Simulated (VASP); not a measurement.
# Te2Mo in VASP: a series of runs, part 2 of 3

VASP 6.6.1. Earlier steps stand in the parts before.

### Step 4. Band structure, PBE0

The input, POSCAR:

```
Te2Mo                                   
1.0
    3.5025290828      0.0000000000      0.0000000000
   -1.7512645414      3.0332791676      0.0000000000
    0.0000000000      0.0000000000     21.6051888000
  Te              Mo            
     2     1
Direct
     0.3333333300000021    0.6666666699999979    0.4158430858469302
     0.3333333300000021    0.6666666699999979    0.5841569141530698
     0.6666666699999979    0.3333333300000021    0.5000000000000000
```

The input, INCAR.step1:

```
PREC = Accurate
ENCUT = 520
EDIFF = 1E-5
ISMEAR = 0
SIGMA = 0.03
LREAL = False
LASPH = True
NELM = 80
ALGO = Normal
ISIF = 2
LWAVE = True
LCHARG = False
LMAXMIX = 4
LDIPOL = True
IDIPOL = 3
DIPOL = 0.5 0.5 0.500
NBANDS = 20
LVHAR = True
LVACPOTAV = True
KPAR = 8
GGA = PE
```

The input, INCAR.step2:

```
PREC = Accurate
ENCUT = 520
EDIFF = 1E-6
ISMEAR = 0
SIGMA = 0.03
LREAL = False
LASPH = True
NELM = 80
ALGO = Normal
ISIF = 2
LWAVE = False
LCHARG = False
LMAXMIX = 4
LDIPOL = True
IDIPOL = 3
DIPOL = 0.5 0.5 0.500
GGA = PE
LHFCALC = True
AEXX = 0.25
PRECFOCK = Fast
HFRCUT = -1
NBANDS = 20
LVHAR = True
LVACPOTAV = True
KPAR = 8
ISTART = 1
```

The input, KPOINTS:

```
Automatic mesh
0
Gamma
  9 9 1
```

The input, KPOINTS_OPT:

```
explicit points
3
Reciprocal
 0.0000000000  0.0000000000  0.0000000000 1
 0.5000000000  0.0000000000  0.0000000000 1
 0.3333333300  0.3333333300  0.0000000000 1
```

Potentials or basis: VASP PAW PBE potentials, release 64 (Te, Mo_sv).

Started as:

```
cat potpaw_PBE.64/Te/POTCAR potpaw_PBE.64/Mo_sv/POTCAR > POTCAR
cp INCAR.step1 INCAR
mpirun -np 8 vasp_std > vasp.out
cp INCAR.step2 INCAR
mpirun -np 8 vasp_std > vasp.out
```

OUTCAR:

```text
PREC = Accurate
   ENCUT = 520
   EDIFF = 1E-6
   ISMEAR = 0
   LREAL = False
   LASPH = True
   NELM = 80
   ISIF = 2
   GGA = PE
   LHFCALC = True
   AEXX = 0.25
   PRECFOCK = Fast
   ISTART = 1

 ion  position               nearest neighbor table
   1  0.333  0.667  0.416-   3 2.72   3 2.72   3 2.72   2 3.64
   2  0.333  0.667  0.584-   3 2.72   3 2.72   3 2.72   1 3.64
   3  0.667  0.333  0.500-   1 2.72   2 2.72   1 2.72   2 2.72   1 2.72   2 2.72

  LATTYP: Found a hexagonal cell.
 ALAT       =     3.5025290828
 C/A-ratio  =     6.1684537913

[... 468 lines left out ...]
  --------------------------------------------------------------------------------------
  -------------------------------------------------------------------------------------
  Total       -0.4638929     -0.4638929     -1.5944841      0.0000000      0.0000000      0.0000000
  in kB       -3.2379943     -3.2379943    -11.1295748      0.0000000      0.0000000      0.0000000
  external PRESSURE =      -5.8685212 kB  Pullay stress =       0.0000000 kB

 VOLUME and BASIS-vectors are now :
 -----------------------------------------------------------------------------
  energy-cutoff  :      520.00
  volume of cell :      229.54
      direct lattice vectors                 reciprocal lattice vectors
     3.502529083  0.000000000  0.000000000     0.285507979  0.164838108  0.000000000
    -1.751264541  3.033279168  0.000000000     0.000000000  0.329676217  0.000000000
     0.000000000  0.000000000 21.605188800     0.000000000  0.000000000  0.046285178

 POSITION                                       TOTAL-FORCE (eV/Angst)
 -----------------------------------------------------------------------------------
     -0.00000      2.02219      8.98437        -0.000000      0.000000      0.433711
     -0.00000      2.02219     12.62082        -0.000000      0.000000     -0.433711
      1.75126      1.01109     10.80259         0.000000      0.000000      0.000000
 -----------------------------------------------------------------------------------
    total drift:                               -0.000023      0.000013     -0.000000

  FREE ENERGIE OF THE ION-ELECTRON SYSTEM (eV)
  ---------------------------------------------------
  free  energy   TOTEN  =       -23.9914406084 eV

  energy  without entropy=      -23.9914406084  energy(sigma->0) =      -23.99144061

 vacuum level on the upper side and lower side of the slab         4.192         4.192
```

It took 6.4 min on 8 MPI ranks of Intel Xeon Platinum 8559C (Emerald Rapids), shared host; peak memory 0.47 GiB.

Results:

```
Free energy                            : -23.9914 eV
Largest force                          : 0.434 eV/Å
Band gap on the k mesh                 : 2.29 eV, direct
Band gap along the path                : 2.29 eV, direct
Ionisation potential of the upper face : 5.48 eV
```

Forces in eV/Å, atoms in the order of the input:
```
Te   0.000  0.000  0.434
Te   0.000  0.000 -0.434
Mo   0.000  0.000  0.000
```

Caveat: the PAW data sets were made with another functional, which shifts forces and pressure a little; spin-orbit coupling is left out, which moves the levels of the heavy elements.

### Step 5. Phonons, PBE

This run uses another cell than the first one, of 78.71 Å³/atom, 1.029 times its volume.

The input, POSCAR:

```
Te2Mo
1.0
    3.5525804471      0.0000000000      0.0000000000
   -1.7762902236      3.0766249207      0.0000000000
    0.0000000000      0.0000000000     21.6051888000
  Te              Mo
     2     1
Direct
     0.3333333300000021    0.6666666699999979    0.4162183370129640
     0.3333333300000021    0.6666666699999979    0.5837816629870360
     0.6666666699999979    0.3333333300000021    0.5000000000000000
```

The input, INCAR.step1:

```
  PREC = Accurate
  ENCUT = 600
  EDIFF = 1E-8
  ISMEAR = 0
  SIGMA = 0.03
  LREAL = F
  LASPH = T
  NELM = 80
  ALGO = Normal
  ISIF = 2
  LWAVE = F
  LCHARG = F
  GGA = PE
  LATTICE_CONSTRAINTS = .TRUE. .TRUE. .FALSE.
  IBRION = 2
  NSW = 40
  EDIFFG = -0.002
```

The input, INCAR.step2:

```
  PREC = Accurate
  ENCUT = 600
  EDIFF = 1E-8
  ISMEAR = 0
  SIGMA = 0.03
  LREAL = F
  LASPH = T
  NELM = 80
  ALGO = Normal
  ISIF = 2
  LWAVE = F
  LCHARG = F
  GGA = PE
  LATTICE_CONSTRAINTS = .TRUE. .TRUE. .FALSE.
  IBRION = 6
  NFREE = 2
  POTIM = 0.015
  NSW = 1
```

The input, KPOINTS:

```
Automatic mesh
0
Gamma
  12 12 1
```

Potentials or basis: VASP PAW PBE potentials, release 64 (Te, Mo_sv).

Started as:

```
cat potpaw_PBE.64/Te/POTCAR potpaw_PBE.64/Mo_sv/POTCAR > POTCAR
cp INCAR.step1 INCAR
mpirun -np 1 vasp_std > vasp.out
cp CONTCAR POSCAR
cp INCAR.step2 INCAR
mpirun -np 1 vasp_std > vasp.out
```

OUTCAR:

```text
PREC = Accurate
   ENCUT = 600
   EDIFF = 1E-8
   ISMEAR = 0
   LREAL = F
   LASPH = T
   NELM = 80
   ISIF = 2
   GGA = PE
   IBRION = 6
   NFREE = 2
   POTIM = 0.015
   NSW = 1

 ion  position               nearest neighbor table
   1  0.333  0.667  0.416-   3 2.74   3 2.74   3 2.74   2 3.62
   2  0.333  0.667  0.584-   3 2.74   3 2.74   3 2.74   1 3.62
   3  0.667  0.333  0.500-   1 2.74   2 2.74   1 2.74   2 2.74   1 2.74   2 2.74

  LATTYP: Found a hexagonal cell.
 ALAT       =     3.5525804471
 C/A-ratio  =     6.0815480808

  Lattice vectors:

 A1 = (   3.5525804471,   0.0000000000,   0.0000000000)
 A2 = (  -1.7762902236,   3.0766249207,   0.0000000000)
 A3 = (   0.0000000000,   0.0000000000,  21.6051888000)

Analysis of symmetry for initial positions (statically):
=====================================================================
 Subroutine PRICEL returns:
 Original cell was already a primitive cell.

 Routine SETGRP: Setting up the symmetry group for a
 hexagonal supercell.

 Subroutine GETGRP returns: Found 12 space group operations
 (whereof 12 operations were pure point group operations)
 out of a pool of 24 trial point group operations.

The static configuration has the point symmetry D_3h.

Analysis of symmetry for dynamics (positions and initial velocities):
=====================================================================
 Subroutine PRICEL returns:
 Original cell was already a primitive cell.

 Routine SETGRP: Setting up the symmetry group for a
 hexagonal supercell.

 Subroutine GETGRP returns: Found 12 space group operations
 (whereof 12 operations were pure point group operations)
 out of a pool of 24 trial point group operations.

The dynamic configuration has the point symmetry D_3h.

 Subroutine INISYM returns: Found 12 space group operations
 (whereof 12 operations are pure point group operations),
 and found     1 'primitive' translations

----------------------------------------------------------------------------------------

                                     Primitive cell

  volume of cell :     236.1438

  direct lattice vectors                    reciprocal lattice vectors
     3.552580447  0.000000000  0.000000000     0.281485533  0.162515748  0.000000000
    -1.776290224  3.076624921  0.000000000     0.000000000  0.325031496  0.000000000
     0.000000000  0.000000000 21.605188800     0.000000000  0.000000000  0.046285178

  length of vectors
     3.552580447  3.552580451 21.605188800     0.325031496  0.325031496  0.046285178

  position of ions in fractional coordinates (direct lattice)
     0.333333330  0.666666670  0.416228741
     0.333333330  0.666666670  0.583771259
     0.666666670  0.333333330  0.500000000

  ion indices of the primitive-cell ions
   primitive index   ion index
                 1           1
                 2           2
[... 79 lines left out ...]
   NUPDOWN=      -1.0000    fix difference up-down
   EMIN   =  10.00;   EMAX   =-10.00  energy-range for DOS
   EFERMI =   0.00;   METHOD = LEGACY
   ISMEAR =     0;   SIGMA  =   0.03  broadening in eV -4-tet -1-fermi 0-gaus
   EFERMI_NEDOS =   21; number of points for ismear=-14 and -15
   IALGO  =     38    algorithm
   IMIX   =      4    mixing-type and parameters
     AMIX     =   0.40;   BMIX     =  1.00
     AMIX_MAG =   1.60;   BMIX_MAG =  1.00
  volume/ion in A,a.u.               =      78.71       531.19
  Fermi-wavevector in a.u.,A,eV,Ry     =   0.784646  1.482766  8.376690  0.615669
  Thomas-Fermi vector in A             =   1.888821
   LORBIT       =      0    0 simple, 1 ext, 2 COOP (PROOUT), +10 PAW based schemes
   GGA     = PE    functional components
   LHFCALC =     F    Hartree Fock is set to
   AEXX    =    0.0000 exact exchange contribution
   IVDW    =     0    specifies the selected vdW correction
   LEPSILON=     F    determine dielectric tensor
   LRPA    =     F    only Hartree local field effects (RPA)
 finite differences with symmetry
 non-spin polarized calculation
 Gauss-broadening in eV      SIGMA  =   0.03
  energy-cutoff  :      600.00
  volume of cell :      236.14
 maximum number of plane-waves:      7919
   NGX = 15   NGY = 15   NGZ = 87

--------------------------------------- Ionic step        1  -------------------------------------------

 number of electron      26.0000001 magnetization

 Free energy of the ion-electron system (eV)
  ---------------------------------------------------
  ext. energy  EPLUGINS =         0.00000000
  ---------------------------------------------------
  free energy    TOTEN  =       -18.02453925 eV

  energy without entropy =      -18.02453925  energy(sigma->0) =      -18.02453925

------------------------ aborting loop because EDIFF is reached ----------------------------------------

  FORCE on cell =-STRESS in cart. coord.  units (eV):
  Direction    XX          YY          ZZ          XY          YZ          ZX
  --------------------------------------------------------------------------------------
  -------------------------------------------------------------------------------------
  Total        0.0100383      0.0100383     -0.0271234     -0.0000000      0.0000000      0.0000000
  in kB        0.0681074      0.0681074     -0.1840257     -0.0000000      0.0000000      0.0000000
  external PRESSURE =      -0.0159370 kB  Pullay stress =       0.0000000 kB
[... 283 lines left out ...]
--------------------------------------- Ionic step        9  -------------------------------------------

 number of electron      26.0000001 magnetization

 Free energy of the ion-electron system (eV)
  ---------------------------------------------------
  ext. energy  EPLUGINS =         0.00000000
  ---------------------------------------------------
  free energy    TOTEN  =       -18.02220458 eV

  energy without entropy =      -18.02220458  energy(sigma->0) =      -18.02220458

 E-fermi :  -0.6078     XC(G=0):  -3.8653

 val. band max:       -0.7931102950   @ k =   0.3333   0.3333   0.0000
 cond. band min:       0.2908751300   @ k =   0.3333   0.3333   0.0000
 fundamental gap:      1.0839854250
 Fermi energy:        -0.6077926372

 k-point     1 :       0.0000    0.0000    0.0000
  band No.  band energies     occupation
      1     -61.4824      2.00000
      2     -35.6298      2.00000
      3     -35.5241      2.00000
      4     -35.5241      2.00000
      5     -13.3289      2.00000
      6     -12.3964      2.00000
[... 399 lines left out ...]
  FREE ENERGIE OF THE ION-ELECTRON SYSTEM (eV)
  ---------------------------------------------------
  free  energy   TOTEN  =       -18.0222045832 eV

  energy  without entropy=      -18.0222045832  energy(sigma->0) =      -18.02220458

 INTERNAL STRAIN TENSORS FROM DISPLACED ATOMS
 ============================================

 INTERNAL STRAIN TENSOR FOR ION    1 for displacements in x,y,z  (eV/Angst):
          X           Y           Z          XY          YZ          ZX
  --------------------------------------------------------------------------------
  x     0.00000    -0.00000    -0.00000    -3.20798    -0.00000    11.02848
  y    -3.20798     3.20798     0.00000    -0.00000    11.02849    -0.00000
  z     8.70374     8.70374    24.02946    -0.00000     0.00000     0.00000

 INTERNAL STRAIN TENSOR FOR ION    3 for displacements in x,y,z  (eV/Angst):
          X           Y           Z          XY          YZ          ZX
  --------------------------------------------------------------------------------
  x    -0.00000     0.00000     0.00000     6.40581     0.00000     0.00000
  y     6.40581    -6.40581     0.00000     0.00000     0.00000     0.00000
  z     0.00000     0.00000     0.00000     0.00000     0.00000     0.00000

 Eigenvectors and eigenvalues of the dynamical matrix
 ----------------------------------------------------

   1 f  =    8.529207 THz    53.590586 2PiTHz  284.503708 cm-1    35.273948 meV
             X         Y         Z           dx          dy          dz
     -0.000000  2.051083  8.992701    -0.000000   -0.000000    0.369621
     -0.000000  2.051083 12.612488     0.000000   -0.000000    0.369621
      1.776290  1.025542 10.802594    -0.000000    0.000000   -0.852502
[... 43 lines left out ...]
   9 f/i=    0.001680 THz     0.010558 2PiTHz    0.056052 cm-1     0.006950 meV
             X         Y         Z           dx          dy          dz
     -0.000000  2.051083  8.992701    -0.224590    0.559514   -0.000000
     -0.000000  2.051083 12.612488    -0.224590    0.559514   -0.000000
      1.776290  1.025542 10.802594    -0.194638    0.484895   -0.000000

 ELASTIC MODULI CONTR FROM IONIC RELAXATION (kBar)
 Direction    XX          YY          ZZ          XY          YZ          ZX
 --------------------------------------------------------------------------------
 XX         -97.9425    -56.6429   -213.3911      0.0000      0.0000      0.0000
 YY         -56.6429    -97.9425   -213.3911      0.0000     -0.0000     -0.0000
 ZZ        -213.3911   -213.3911   -589.1343      0.0000      0.0000     -0.0000
 XY           0.0000      0.0000      0.0000    -20.6498      0.0000     -0.0000
 YZ           0.0000     -0.0000      0.0000      0.0000   -271.0065      0.0000
 ZX           0.0000     -0.0000     -0.0000     -0.0000      0.0000   -271.0061
 --------------------------------------------------------------------------------
```

It took 15 min on 1 thread of Intel Xeon 6975P-C (Granite Rapids), shared host; peak memory 0.77 GiB.

Results:

```
Highest phonon frequency at Γ, LO-TO splitting left out : 285 cm⁻¹
```

Phonon frequencies in cm⁻¹ (negative: imaginary):
```tsv
q point	frequencies
(0.000, 0.000, 0.000)	0 0 0 114 114 168 229 229 285
```

Spin-orbit coupling is left out, which matters for the levels of Te.

(Part 2 of 3 ends here.)
